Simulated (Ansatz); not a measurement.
`C[SiH](C)O[SiH3]` + `N=C(N)O` → `C/N=C(\N)O` + `C[SiH2]O[SiH3]`  (substitution at a C–Si bond)

Calculated with Ansatz (gas phase, PBE0-D4/def2-TZVP geometries, no zero-point term in ΔE). CCSD(T)/CBS is the MP2 limit (def2-TZVPP, def2-QZVPP) plus CCSD(T) − MP2 in def2-TZVPP, frozen cores. This one scheme is used for every species. DFT in def2-TZVPP. One conformer a species, not always the lowest.

(1) Is it downhill or uphill in electronic energy at CCSD(T)/CBS, and by how much? (An estimate is asked.)

(2) What do these levels give: PBE-D4, r2SCAN-D4, ωB97X-V, PBE0, MP2/def2-TZVPP, CCSD/CBS(def2)? (Best estimate.)

Largest T1 diagnostic among the species: 0.013.

Answers

(1) The calculation gave: Uphill: ΔE = +67.8 kJ/mol.

(2) The calculation gave: PBE-D4 65.5, r2SCAN-D4 69.4, ωB97X-V 64.2, PBE0 65.1, MP2/def2-TZVPP 67.0, CCSD/CBS(def2) 67.9 kJ/mol.

In def2-TZVPP, CCSD(T) changes the Hartree–Fock value by +4.6 kJ/mol (the triples alone add −0.1 kJ/mol) and MP2 by +5.8 kJ/mol.
